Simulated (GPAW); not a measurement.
Crystal: TiO.

```xyz
6
Lattice="4.0867 0.0000 0.0000 0.0000 4.0867 0.0000 0.0000 0.0000 4.0867" Properties=species:S:1:pos:R:3 pbc="T T T"
Ti    2.0433    0.0000    2.0433
Ti    0.0000    2.0433    2.0433
Ti    2.0433    2.0433    0.0000
O     0.0000    0.0000    2.0433
O     2.0433    0.0000    0.0000
O     0.0000    2.0433    0.0000
```

The cell comes from a database or a generator and needn't be the stable form of this composition.

Base run:

| Property | Result |
| --- | --- |
| Program | GPAW 26.7.0 |
| Functional | PBEsol |
| Potentials or basis | PAW data sets generated in the run's folder for this functional |
| Cutoff | 800 eV |
| Basis | pw |
| k mesh | 7 × 7 × 7 |
| Occupations | fermi-dirac, width 0.05 eV |
| Spin | no spin polarisation |
| Hubbard terms | Ti d U = 2 eV |

Its results: pressure -4.2 GPa.

**Question.** The run is repeated on the same cell with these changes: hubbard terms from Ti d U = 2 eV to Ti d U = 1 eV. What comes out?

**Answer.** Pressure -5.7 GPa.

Caveats: U without spin polarisation on a metal has little footing.

Not every run made on this cell is shown here.
